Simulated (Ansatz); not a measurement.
Ta:

```
Ta
1.0
     2.90037    0.00000    0.00000
    -1.45019    2.51180    0.00000
     0.00000    0.00000    5.16627
Ta
2
Direct
  0.33333 0.66667 0.25000
  0.66667 0.33333 0.75000
```

This isn't the form of Ta at room conditions, which is bcc.

| Property | Result |
| --- | --- |
| Program | Ansatz 0.2.0 |
| Task | relaxation of cell and atoms |
| Functional | PBEsol0 |
| Potentials or basis | Ansatz PAW |
| Cutoff | 420 eV (not typed: the program's choice for these potentials) |
| k mesh | 6 × 6 × 3 |
| Occupations | fermi-dirac, width 0.05 eV |
| Spin | no spin polarisation |

At the start: volume 18.82 Å³/atom.

How do energy, volume and symmetry change on relaxing?

It ends after 6 steps and the volume is 18.04 Å³/atom (-4.2 %); space group P6_3/mmc (No. 194, to 0.05 Å).

The path:
| step | energy change (eV) | largest force (eV/Å) | volume (Å³) |
| --- | --- | --- | --- |
| 1 | 0.0000 | 0.0000 | 37.64 |
| 2 | -0.0420 | 0.0000 | 36.27 |
| 3 | -0.0428 | 0.0000 | 36.08 |
| 4 | -0.0424 | 0.0000 | 36.08 |
| 5 | -0.0424 | 0.0000 | 36.07 |
| 6 | -0.0423 | 0.0000 | 36.07 |

Final structure:
```cif
data_structure
_symmetry_space_group_name_H-M 'P 1'
_symmetry_Int_Tables_number 1
_cell_length_a 2.8618
_cell_length_b 2.8618
_cell_length_c 5.0863
_cell_angle_alpha 90.000
_cell_angle_beta 90.000
_cell_angle_gamma 120.000
_cell_volume 36.07
loop_
_atom_site_label
_atom_site_type_symbol
_atom_site_fract_x
_atom_site_fract_y
_atom_site_fract_z
_atom_site_occupancy
Ta1 Ta 0.33333 0.66667 0.25000 1
Ta2 Ta 0.66667 0.33333 0.75000 1
```

Caveat: the k mesh is coarse (spacing up to 0.42 Å⁻¹), so the values aren't converged, least of all with exact exchange; the plane-wave basis is chosen anew once the cell has moved, so the energies of steps on either side of that aren't comparable; the PAW data sets come from PBE, with cores solved anew for the run's functional, which leaves a small shift of forces and pressure.
